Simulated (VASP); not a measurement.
## Ta2C: equation of state with PBEsol

Ta2C:

```xyz
3
Lattice="3.1059 0.0000 0.0000 -1.5530 2.6898 0.0000 0.0000 0.0000 4.9464" Properties=species:S:1:pos:R:3 pbc="T T T"
Ta    1.5530    0.8966    3.6999
Ta    0.0000    1.7932    1.2465
C     0.0000    0.0000    0.0000
```

* Program: VASP 6.6.1
* Task: equation of state
* Functional: PBEsol
* Potentials or basis: VASP PAW PBE potentials, release 64 (Ta_pv, C)
* Cutoff: 520 eV
* k mesh: 10 × 10 × 6
* Occupations: fermi-dirac, width 0.05 eV
* Spin: no spin polarisation

```
Equilibrium volume                        : 13.65 Å³/atom
Bulk modulus at fixed shape and positions : 291 GPa
Pressure derivative of the bulk modulus   : 4.2
```

Energy against volume, from the lowest point:
```tsv
volume (Å³/atom)	energy (meV/atom)
12.948	35.11
13.223	11.90
13.499	0.59
13.774	0.00
14.050	9.07
14.325	26.84
14.601	52.44
```

All runs of the series together: 3.5 min on 1 thread of Intel(R) Xeon(R) 6975P-C (Granite Rapids) (shared host).

Caveat: the cell was scaled at fixed shape and fractional positions, which overstates the stiffness of a crystal with free parameters, most of all of layers and chains; the PAW data sets were made with another functional, which shifts forces and pressure a little. The run has no spin-orbit coupling, so splittings on Ta are missing.
